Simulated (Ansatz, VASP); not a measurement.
**One calculation of Al, two programs**

POSCAR

```
Al
1.0
    0.0000000000      2.0248050000      2.0248050000
    2.0248050000      0.0000000000      2.0248050000
    2.0248050000      2.0248050000      0.0000000000
Al
1
Direct
    0.0000000000      0.0000000000      0.0000000000
```

INCAR.step1

```
PREC = Accurate
ENCUT = 520
ISMEAR = 0
SIGMA = 0.1
LREAL = F
LASPH = T
NELM = 100
NBANDS = 8
GGA = PE
ALGO = Normal
EDIFF = 1E-4
LWAVE = T
LCHARG = F
```

File INCAR.step2:

```
PREC = Accurate
ENCUT = 520
EDIFF = 1E-6
ISMEAR = 0
SIGMA = 0.1
LREAL = F
LASPH = T
NELM = 100
ALGO = Normal
ISIF = 2
LWAVE = F
LCHARG = F
METAGGA = R2SCAN
LMIXTAU = T
NBANDS = 8
ISTART = 1
```

KPOINTS

```
Automatic mesh
0
Gamma
  8 8 8
```

Input for Ansatz:

```yaml
crystal:
  lattice:
    - [0.0, 2.024805, 2.024805]
    - [2.024805, 0.0, 2.024805]
    - [2.024805, 2.024805, 0.0]
  atoms:
    - { symbol: Al, position: [0.0, 0.0, 0.0] }
basis:
  ecutwfc: 500
kpoints:
  mp_grid: { grid: [8, 8, 8] }
hamiltonian:
  xc: r2scan
scf:
  occupations: { method: gaussian, width: 0.1 }
output:
  forces: true
  stress: true
  eigenvalues: true
```

Alike in both runs: task single point; functional r2SCAN; k mesh 8 × 8 × 8; occupations gaussian, width 0.1 eV; no spin polarisation.

|  | VASP | Ansatz |
| --- | --- | --- |
| version | VASP 6.6.1 | Ansatz 0.2.0 |
| potentials or method | VASP PAW PBE potentials, release 64 (Al) | scalar-relativistic, plane waves, PAW |
| plane-wave cutoff (eV) | 520 | 500 |
| valence electrons in the cell | 3 | 3 |

VASP gave:

```
gap on the k mesh at the Fermi level (eV) : none
pressure (GPa)                            : -3.5
```

Problem. Which values does Ansatz return?

Solution. gap on the k mesh at the Fermi level (eV): none; pressure (GPa): -3.3.

A gap of «none» marks a metal or a gap that the smearing closes.

Caveats: the PAW data sets were made with another functional, which shifts forces and pressure a little (VASP).
